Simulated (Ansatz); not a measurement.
AlSb (zinc blende), conventional cell a = b = c = 6.1570 Å, α = β = γ = 90.00°. The calculation uses the primitive cell of 2 atoms, to which meshes and values per cell refer.

Two coordinates are scanned: the volume, and the ratio of the stretch along z (the conventional c axis) to the stretch across it. Atoms keep their fractional coordinates.

Calculation: PBEsol (plane waves to 420 eV, PAW, scalar-relativistic; Ansatz, a first-principles code). k mesh 13×13×13 (Γ-centred), Fermi-Dirac smearing 0.05 eV. Energies are smeared free energies. AlSb was relaxed with its symmetry unable to fall. Spin-orbit coupling is left out, though Sb is heavy. ΔE is measured from the relaxed starting cell.

Estimate the ΔE (meV/atom) for all points of the grid V/V₀ = 0.960, 0.980, 1.000, 1.020, 1.040 by (c/a)/(c/a)₀ = 0.880, 0.940, 1.000, 1.060, 1.120.

ΔE (meV/atom), with V/V₀ across and (c/a)/(c/a)₀ down:

```tsv
(c/a)/(c/a)₀ \ V/V₀	0.960	0.980	1.000	1.020	1.040
0.880	38.9	33.9	33.2	36.2	42.7
0.940	16.4	10.3	8.6	10.7	16.3
1.000	8.5	2.1	0.0	1.9	7.2
1.060	17.0	10.8	9.0	11.0	16.6
1.120	43.1	37.5	36.3	38.9	44.9
```

(Under strain, the slope of the energy per volume gives the stress and its curvature an elastic modulus.)
